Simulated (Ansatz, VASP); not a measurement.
# Sb in VASP and in Ansatz

```xyz
1
Lattice="-1.8034 1.8034 1.8034 1.8034 -1.8034 1.8034 1.8034 1.8034 -1.8034" Properties=species:S:1:pos:R:3 pbc="T T T"
Sb    0.0000    0.0000    0.0000
```

Alike in both runs: task single point; functional PBE; k mesh 16 × 16 × 16; occupations gaussian, width 0.1 eV; no spin polarisation.

|  | VASP | Ansatz |
| --- | --- | --- |
| version | VASP 6.6.1 | Ansatz 0.2.0 |
| potentials or method | VASP PAW PBE potentials, release 64 (Sb) | scalar-relativistic, plane waves, PAW |
| plane-wave cutoff (eV) | 520 | 420 |
| valence electrons in the cell | 5 | 15 |

```csv
,VASP,Ansatz,Ansatz less VASP
gap on the k mesh at the Fermi level (eV),none,none,-
pressure (GPa),12.3,12.4,+0.09
```

A gap of «none» marks a metal or a gap that the smearing closes. With one functional, cell and mesh, what is left measures potentials, basis and numerics. The two sets of potentials don't hold the same shells in valence.

The runs have no spin-orbit coupling, so splittings on Sb are missing.
